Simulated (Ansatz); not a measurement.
**TiO: how the free axis answers a strain**

TiO, P-62m, a = 5.027 Å, c = 2.904 Å. This isn't the usual stable structure of the compound. Ansatz: r2SCAN+U, PAW, 500 eV, Γ-centred 12×12×12 mesh on 6 atoms, Gaussian smearing 0.10 eV; U_eff Ti 4.00 eV; no spin polarisation. Series: uniaxial strain along c, with a, b and atoms relaxed; x is the strain in per cent. y is the change of a in per cent of 5.027 Å.

```
x (%) y (%)
 -2.0      ?
 -1.0   0.26
  0.0   0.00
  1.0  -0.24
  2.0  -0.47
```

Fit y = c1 x + c2 x² to the other rows, say what c1 measures, and predict the missing y.

Least squares on the rows shown. y = −0.2509 x + 0.008182 x². So −c1 = 0.251 is Poisson's ratio for this pair of axes. At x = -2.0 the fit asked for gives 0.53 %. The run gave 0.54 %, so the fit is 0.01 % too low, a small miss on the scale of the series. The form still works here, 33 % of the fitted range beyond its end.

Spin polarisation was left out, and a magnetic state may lie lower.